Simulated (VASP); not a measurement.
# Pt (Im-3m) in VASP: further runs

One crystal, Pt, is run at these levels: PBEsol, LDA; tasks: relaxation of cell and atoms.

All numbers are computed with VASP 6.6.1; they aren't measurements. Logs are shortened: lines on timing, memory, paths and dates and some standing lists are left out, and cuts for length are marked.

### 1 The structure

It takes space group Im-3m (No. 229, cubic). Conventional cell: a = 3.168 Å, b = 3.168 Å, c = 3.168 Å, α = 90.00°, β = 90.00°, γ = 90.00°. Pt (site symmetry m-3m) has 8 Pt at 2.74 Å as nearest neighbours.

This isn't the form of Pt at room conditions, which is fcc.

### 2 Relaxation of cell and atoms, PBEsol

Input file INCAR:

```
  PREC = Accurate
  ENCUT = 600
  EDIFF = 1E-6
  ISMEAR = -1
  SIGMA = 0.05
  LREAL = F
  LASPH = T
  NELM = 80
  ALGO = Normal
  ISIF = 3
  LWAVE = F
  LCHARG = F
  GGA = PS
  IBRION = 2
  NSW = 60
  EDIFFG = -0.005
```

Input file KPOINTS:

```
regular mesh
0
Gamma
  10 10 10
```

Input file POSCAR:

```
Pt
1.0
   -1.5842200000      1.5842200000      1.5842200000
    1.5842200000     -1.5842200000      1.5842200000
    1.5842200000      1.5842200000     -1.5842200000
Pt
1
Direct
    0.0000000000      0.0000000000      0.0000000000
```

Potentials or basis: VASP PAW PBE potentials, release 64 (Pt).

The run is started by

```bash
$ cat potpaw_PBE.64/Pt/POTCAR > POTCAR
$ mpirun -np 1 vasp_std > vasp.out
```

OUTCAR:

```text
PREC = Accurate
   ENCUT = 600
   EDIFF = 1E-6
   ISMEAR = -1
   LREAL = F
   LASPH = T
   NELM = 80
   ISIF = 3
   GGA = PS
   IBRION = 2
   NSW = 60
   EDIFFG = -0.005

 ion  position               nearest neighbor table
   1  0.000  0.000  0.000-

  LATTYP: Found a body centered cubic cell.
 ALAT       =     3.1684400000

  Lattice vectors:

 A1 = (  -1.5842200000,   1.5842200000,   1.5842200000)
 A2 = (   1.5842200000,  -1.5842200000,   1.5842200000)
 A3 = (   1.5842200000,   1.5842200000,  -1.5842200000)

Analysis of symmetry for initial positions (statically):
=====================================================================
 Subroutine PRICEL returns:
 Original cell was already a primitive cell.

 Routine SETGRP: Setting up the symmetry group for a
 body centered cubic supercell.

 Subroutine GETGRP returns: Found 48 space group operations
 (whereof 48 operations were pure point group operations)
 out of a pool of 48 trial point group operations.

The static configuration has the point symmetry O_h .

Analysis of symmetry for dynamics (positions and initial velocities):
=====================================================================
 Subroutine PRICEL returns:
 Original cell was already a primitive cell.

 Routine SETGRP: Setting up the symmetry group for a
 body centered cubic supercell.

 Subroutine GETGRP returns: Found 48 space group operations
 (whereof 48 operations were pure point group operations)
 out of a pool of 48 trial point group operations.

The dynamic configuration has the point symmetry O_h .

 Subroutine INISYM returns: Found 48 space group operations
 (whereof 48 operations are pure point group operations),
 and found     1 'primitive' translations

----------------------------------------------------------------------------------------

                                     Primitive cell

  volume of cell :      15.9040

  direct lattice vectors                    reciprocal lattice vectors
    -1.584220000  1.584220000  1.584220000     0.000000000  0.315612731  0.315612731
     1.584220000 -1.584220000  1.584220000     0.315612731  0.000000000  0.315612731
     1.584220000  1.584220000 -1.584220000     0.315612731  0.315612731  0.000000000

  length of vectors
     2.743949530  2.743949530  2.743949530     0.446343804  0.446343804  0.446343804

  position of ions in fractional coordinates (direct lattice)
     0.000000000  0.000000000  0.000000000

  ion indices of the primitive-cell ions
   primitive index   ion index
                 1           1

----------------------------------------------------------------------------------------

 KPOINTS: regular mesh

Automatic generation of k-mesh.
 Grid dimensions read from file:
 generate k-points for:   10   10   10

 Generating k-lattice:

  Cartesian coordinates                     Fractional coordinates (reciprocal lattice)
     0.000000000  0.031561273  0.031561273     0.100000000  0.000000000  0.000000000
     0.031561273  0.000000000  0.031561273     0.000000000  0.100000000  0.000000000
     0.031561273  0.031561273  0.000000000     0.000000000  0.000000000  0.100000000

  Length of vectors
     0.044634380  0.044634380  0.044634380

  Shift w.r.t. Gamma in fractional coordinates (k-lattice)
     0.000000000  0.000000000  0.000000000

 Subroutine IBZKPT returns following result:
 ===========================================

 Found     47 irreducible k-points:

 Following reciprocal coordinates:
            Coordinates               Weight
  0.000000  0.000000  0.000000      1.000000
  0.100000  0.000000  0.000000     12.000000
  0.200000  0.000000  0.000000     12.000000
  0.300000  0.000000  0.000000     12.000000
  0.400000  0.000000  0.000000     12.000000
  0.500000  0.000000  0.000000      6.000000
[... 16 lines left out ...]
  0.300000  0.300000  0.100000      8.000000
 -0.300000  0.300000  0.100000     24.000000
 [... further k-points ...]
   k-points           NKPTS =     47   k-points in BZ     NKDIM =     47   number of bands    NBANDS=      9
   number of dos      NEDOS =    301   number of ions     NIONS =      1
   total plane-waves  NPLWV =  13824
   dimension x,y,z NGX =    24 NGY =   24 NGZ =   24
   dimension x,y,z NGXF=    48 NGYF=   48 NGZF=   48
   ions per type =               1
   NGX,Y,Z   is equivalent  to a cutoff of  14.54, 14.54, 14.54 a.u.
   NGXF,Y,Z  is equivalent  to a cutoff of  29.08, 29.08, 29.08 a.u.
 SYSTEM =  unknown system
   PREC   = accura    normal or accurate (medium, high low for compatibility)
   ISTART =      0    job   : 0-new  1-cont  2-samecut
   ICHARG =      2    charge: 1-file 2-atom 10-const
   ISPIN  =      1    spin polarized calculation?
   LNONCOLLINEAR =      F non collinear calculations
   LSORBIT =      F    spin-orbit coupling
   LASPH  =      T    aspherical Exc in radial PAW
   ENCUT  =  600.0 eV  44.10 Ry    6.64 a.u.   5.48  5.48  5.48*2*pi/ulx,y,z
   NELM   =     80;   NELMIN=  2; NELMDL= -5     # of ELM steps
   EDIFF  = 0.1E-05   stopping-criterion for ELM
   LREAL  =      F    real-space projection
   EDIFFG = -.5E-02   stopping-criterion for IOM
   NSW    =     60    number of steps for IOM
   IBRION =      2    ionic relax: 0-MD 1-quasi-New 2-CG
   NFREE  =      1    steps in history (QN), initial steepest desc. (CG)
   ISIF   =      3    stress and relaxation
   ISYM   =      2    0-nonsym 1-usesym 2-fastsym
   POTIM  = 0.5000    time-step for ionic-motion
   TEBEG  =    0.0;   TEEND  =   0.0 temperature during run
   PSTRESS=    0.0 pullay stress
   NELECT =      10.0000    total number of electrons
   NUPDOWN=      -1.0000    fix difference up-down
   EMIN   =  10.00;   EMAX   =-10.00  energy-range for DOS
   EFERMI =   0.00;   METHOD = LEGACY
   ISMEAR =    -1;   SIGMA  =   0.05  broadening in eV -4-tet -1-fermi 0-gaus
   EFERMI_NEDOS =   21; number of points for ismear=-14 and -15
   IALGO  =     38    algorithm
   IMIX   =      4    mixing-type and parameters
     AMIX     =   0.40;   BMIX     =  1.00
     AMIX_MAG =   1.60;   BMIX_MAG =  1.00
  volume/ion in A,a.u.               =      15.90       107.33
  Fermi-wavevector in a.u.,A,eV,Ry     =   1.402510  2.650360 26.763132  1.967035
  Thomas-Fermi vector in A             =   2.525265
   LORBIT       =      0    0 simple, 1 ext, 2 COOP (PROOUT), +10 PAW based schemes
   GGA     = PS    functional components
   LHFCALC =     F    Hartree Fock is set to
   AEXX    =    0.0000 exact exchange contribution
   IVDW    =     0    specifies the selected vdW correction
   LEPSILON=     F    determine dielectric tensor
   LRPA    =     F    only Hartree local field effects (RPA)
 conjugate gradient relaxation of ions
 non-spin polarized calculation
  energy-cutoff  :      600.00
  volume of cell :       15.90
 maximum number of plane-waves:       555
 NGX is ok and might be reduce to    24
   NGX = 11   NGY = 11   NGZ = 11

--------------------------------------- Ionic step        1  -------------------------------------------

 number of electron      10.0000000 magnetization

 number of electron       9.9999999 magnetization

 Free energy of the ion-electron system (eV)
  ---------------------------------------------------
  ext. energy  EPLUGINS =         0.00000000
  ---------------------------------------------------
  free energy    TOTEN  =        -6.83270923 eV

  energy without entropy =       -6.82561826  energy(sigma->0) =       -6.82916375

------------------------ aborting loop because EDIFF is reached ----------------------------------------

  FORCE on cell =-STRESS in cart. coord.  units (eV):
  Direction    XX          YY          ZZ          XY          YZ          ZX
  --------------------------------------------------------------------------------------
  -------------------------------------------------------------------------------------
  Total       -1.1124350     -1.1124350     -1.1124350      0.0000000     -0.0000000      0.0000000
  in kB     -112.0672581   -112.0672581   -112.0672581      0.0000000     -0.0000000      0.0000000
  external PRESSURE =    -112.0672581 kB  Pullay stress =       0.0000000 kB

 VOLUME and BASIS-vectors are now :
 -----------------------------------------------------------------------------
  energy-cutoff  :      600.00
  volume of cell :       15.90
      direct lattice vectors                 reciprocal lattice vectors
    -1.584220000  1.584220000  1.584220000     0.000000000  0.315612731  0.315612731
     1.584220000 -1.584220000  1.584220000     0.315612731  0.000000000  0.315612731
     1.584220000  1.584220000 -1.584220000     0.315612731  0.315612731  0.000000000
[... 176 lines left out ...]
 POSITION                                       TOTAL-FORCE (eV/Angst)
 -----------------------------------------------------------------------------------
      1.56042      1.56042      1.56042        -0.000000      0.000000     -0.000000
 -----------------------------------------------------------------------------------
    total drift:                               -0.000000     -0.000000      0.000000

  FREE ENERGIE OF THE ION-ELECTRON SYSTEM (eV)
  ---------------------------------------------------
  free  energy   TOTEN  =        -6.8591930530 eV

  energy  without entropy=       -6.8529155025  energy(sigma->0) =       -6.85605428

--------------------------------------- Ionic step        7  -------------------------------------------

 number of electron      10.0000001 magnetization

 Free energy of the ion-electron system (eV)
  ---------------------------------------------------
  ext. energy  EPLUGINS =         0.00000000
  ---------------------------------------------------
  free energy    TOTEN  =        -6.85920559 eV

  energy without entropy =       -6.85295415  energy(sigma->0) =       -6.85607987

 E-fermi :  10.8786     XC(G=0): -13.5814

 val. band max:       10.8554780474   @ k =  -0.3000   0.3000   0.2000
 cond. band min:      10.9699893599   @ k =  -0.4000   0.4000   0.2000
 fundamental gap:      0.1145113126
 Fermi energy:        10.8786419584

 k-point     1 :       0.0000    0.0000    0.0000
  band No.  band energies     occupation
      1       0.7592      2.00000
      2       7.0297      2.00000
      3       7.0297      2.00000
      4       7.0297      2.00000
      5       9.6986      2.00000
      6       9.6986      2.00000
      7      27.8132      0.00000
      8      27.8132      0.00000
      9      27.8132      0.00000

 k-point     2 :       0.1000    0.0000    0.0000
  band No.  band energies     occupation
      1       1.1771      2.00000
      2       6.8628      2.00000
      3       7.0233      2.00000
      4       7.3729      2.00000
      5       9.4949      2.00000
      6       9.7109      2.00000
      7      27.9827      0.00000
      8      28.1347      0.00000
      9      28.4395      0.00000
[... 253 lines left out ...]
 k-point    24 :      -0.3000    0.3000    0.1000
  band No.  band energies     occupation
      1       3.8253      2.00000
      2       6.3278      2.00000
      3       7.1146      2.00000
      4       8.7920      2.00000
      5       9.6862      2.00000
      6      10.3018      1.99998
      7      23.6026      0.00000
      8      26.5762      0.00000
      9      29.7111      0.00000

 [... further k-points ...]

------------------------ aborting loop because EDIFF is reached ----------------------------------------

  FORCE on cell =-STRESS in cart. coord.  units (eV):
  Direction    XX          YY          ZZ          XY          YZ          ZX
  --------------------------------------------------------------------------------------
  -------------------------------------------------------------------------------------
  Total       -0.0006764     -0.0006764     -0.0006764      0.0000000      0.0000000     -0.0000000
  in kB       -0.0713787     -0.0713787     -0.0713787      0.0000000      0.0000000     -0.0000000
  external PRESSURE =      -0.0713787 kB  Pullay stress =       0.0000000 kB

 VOLUME and BASIS-vectors are now :
 -----------------------------------------------------------------------------
  energy-cutoff  :      600.00
  volume of cell :       15.18
      direct lattice vectors                 reciprocal lattice vectors
    -1.559913271  1.559913271  1.559913271     0.000000000  0.320530641  0.320530641
     1.559913271 -1.559913271  1.559913271     0.320530641  0.000000000  0.320530641
     1.559913271  1.559913271 -1.559913271     0.320530641  0.320530641  0.000000000

 POSITION                                       TOTAL-FORCE (eV/Angst)
 -----------------------------------------------------------------------------------
      0.00000      0.00000      0.00000        -0.000000      0.000000      0.000000
 -----------------------------------------------------------------------------------
    total drift:                               -0.000000     -0.000000      0.000000

  FREE ENERGIE OF THE ION-ELECTRON SYSTEM (eV)
  ---------------------------------------------------
  free  energy   TOTEN  =        -6.8592055913 eV

  energy  without entropy=       -6.8529541469  energy(sigma->0) =       -6.85607987

 reached required accuracy - stopping structural energy minimisation
```

Wall time 32 s (1 thread of AMD EPYC 7R13 (Zen 3), shared host); peak memory 0.13 GiB.

What came out:

```
Free energy                            : -6.8592 eV
Relaxed volume                         : 15.18 Å³/atom
Relaxed cell                           : a = 2.702 Å, b = 2.702 Å, c = 2.702 Å, α = 109.47°, β = 109.47°, γ = 109.47°
Space group after relaxing (to 0.05 Å) : Im-3m (No. 229)
Energy gained by relaxing              : 26.5 meV/atom
Ionic steps                            : 7
Pressure after relaxing                : 0.0 GPa
Band gap on the k mesh                 : none (metal or under the smearing width)
```

Step by step:
| step | energy change (eV) | largest force (eV/Å) | pressure (GPa) | volume (Å³) |
| --- | --- | --- | --- | --- |
| 1 | 0.0000 | 0.0000 | -11.21 | 15.90 |
| 2 | 0.1876 | 0.0000 | 45.67 | 13.48 |
| 3 | -0.0264 | 0.0000 | -0.60 | 15.22 |
| 4 | -0.0265 | 0.0000 | -0.13 | 15.19 |
| 5 | -0.0265 | 0.0000 | 0.12 | 15.18 |
| 6 | -0.0265 | 0.0000 | -0.25 | 15.20 |
| 7 | -0.0265 | 0.0000 | -0.01 | 15.18 |

Final structure:
```
Pt
1.0
    -1.55991    1.55991    1.55991
     1.55991   -1.55991    1.55991
     1.55991    1.55991   -1.55991
Pt
1
Direct
  0.00000 0.00000 0.00000
```

Caveat: the PAW data sets were made with another functional, which shifts forces and pressure a little.

### 3 Relaxation of cell and atoms, LDA

Input file INCAR:

```
ALGO = Normal ; EDIFF = 1E-7
EDIFFG = -0.005 ; ENCUT = 600
IBRION = 2 ; ISIF = 3
ISMEAR = -1 ; LASPH = T
LCHARG = F ; LREAL = F
LWAVE = F ; NELM = 80
NSW = 40 ; PREC = Accurate
SIGMA = 0.05
```

Input file KPOINTS:

```
k-points
0
Gamma
  10 10 10
```

POSCAR is that of step 2.

Potentials or basis: VASP PAW LDA potentials, release 64 (Pt).

The run is started by

```bash
$ cat potpaw_LDA.64/Pt/POTCAR > POTCAR
$ mpirun -np 1 vasp_std > vasp.out
```

Wall time 17 s (1 thread of Intel Xeon Platinum 8375C at 2.90GHz (Ice Lake), shared host); peak memory 0.14 GiB.

The run converged. Its results:

| Quantity | Value |
| --- | --- |
| Free energy | -7.3966 eV |
| Relaxed volume | 14.95 Å³/atom |
| Relaxed cell | a = 2.688 Å, b = 2.688 Å, c = 2.688 Å, α = 109.47°, β = 109.47°, γ = 109.47° |
| Space group after relaxing (to 0.05 Å) | Im-3m (No. 229) |
| Energy gained by relaxing | 47.9 meV/atom |
| Ionic steps | 5 |
| Pressure after relaxing | 0.0 GPa |
| Band gap on the k mesh | none (metal or under the smearing width) |

The path:
```
step  energy change (eV)  largest force (eV/Å)  pressure (GPa)  volume (Å³)
   1              0.0000                0.0000          -15.20        15.90
   2              0.4036                0.0000           75.40        12.68
   3             -0.0477                0.0000           -1.17        15.02
   4             -0.0479                0.0000           -0.31        14.97
   5             -0.0479                0.0000            0.05        14.95
```

Final structure:
```
CELL_PARAMETERS angstrom
-1.55200 1.55200 1.55200
1.55200 -1.55200 1.55200
1.55200 1.55200 -1.55200
ATOMIC_POSITIONS crystal
Pt 0.00000 0.00000 0.00000
```

Levels at points of the mesh, in eV from the Fermi level:
```csv
k point,band 2,band 3,band 4,band 5,band 6,band 7,band 8,band 9
"(0.00, 0.00, 0.00)",-3.96,-3.96,-3.96,-1.21,-1.21,16.90,16.90,16.90
"(0.50, 0.00, 0.00)",-5.52,-1.41,-0.84,-0.06,1.02,6.63,13.10,16.10
"(0.50, 0.50, 0.50)",-6.78,0.44,0.44,0.44,7.61,7.61,7.61,13.42
```

The run has no spin-orbit coupling, so splittings on Pt are missing.
